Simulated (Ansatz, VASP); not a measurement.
## Au in VASP and in Ansatz

INCAR

```
ALGO = Normal ; EDIFF = 1E-6
ENCUT = 520 ; GGA = PS
ISIF = 2 ; ISMEAR = 0
LASPH = True ; LCHARG = False
LREAL = False ; LWAVE = False
NBANDS = 12 ; NELM = 100
PREC = Accurate ; SIGMA = 0.1
```

File KPOINTS:

```
k-points
0
Gamma
  18 18 18
```

File POSCAR:

```
Au
1.0
   -1.6210733943      1.6210733943      1.6210733943
    1.6210733943     -1.6210733943      1.6210733943
    1.6210733943      1.6210733943     -1.6210733943
Au
1
Direct
    0.0000000000      0.0000000000      0.0000000000
```

Input for Ansatz:

```yaml
crystal:
  lattice:
    - [-1.6210733943, 1.6210733943, 1.6210733943]
    - [1.6210733943, -1.6210733943, 1.6210733943]
    - [1.6210733943, 1.6210733943, -1.6210733943]
  atoms:
    - { symbol: Au, position: [0.0, 0.0, 0.0] }
basis:
  ecutwfc: 420
kpoints:
  mp_grid: { grid: [18, 18, 18] }
  band_path:
    path:
      - [[0.0, 0.0, 0.0], [0.5, -0.5, 0.5], [0.0, 0.0, 0.5], [0.0, 0.0, 0.0], [0.25, 0.25, 0.25], [0.5, -0.5, 0.5]]
      - [[0.25, 0.25, 0.25], [0.0, 0.0, 0.5]]
    npoints: 14
hamiltonian:
  xc: pbesol
scf:
  occupations: { method: gaussian, width: 0.1 }
  n_extra_bands: 6
output:
  forces: true
  stress: true
  eigenvalues: true
  populations: true
  dos: { projected: true, de: 0.02, nscf_kmesh: { grid: [27, 27, 27] } }
  bader: true
```

This isn't the form of Au at room conditions, which is fcc.

Alike in both runs: task single point; functional PBEsol; k mesh 18 × 18 × 18; occupations gaussian, width 0.1 eV; no spin polarisation.

```csv
,VASP,Ansatz
version,VASP 6.6.1,Ansatz 0.2.0
potentials or method,"VASP PAW PBE potentials, release 64 (Au)","scalar-relativistic, plane waves, PAW"
plane-wave cutoff (eV),520,420
valence electrons in the cell,11,19
```

VASP gave:

* gap on the k mesh at the Fermi level (eV): none
* pressure (GPa): -0.3

Task: Which values does Ansatz return?

Result: gap on the k mesh at the Fermi level (eV): none; pressure (GPa): 0.0.

A gap of «none» marks a metal or a gap that the smearing closes. The two sets of potentials don't hold the same shells in valence.

Caveats: the PAW data sets were made with another functional, which shifts forces and pressure a little (VASP). Spin-orbit coupling is left out, which matters for the levels of Au.
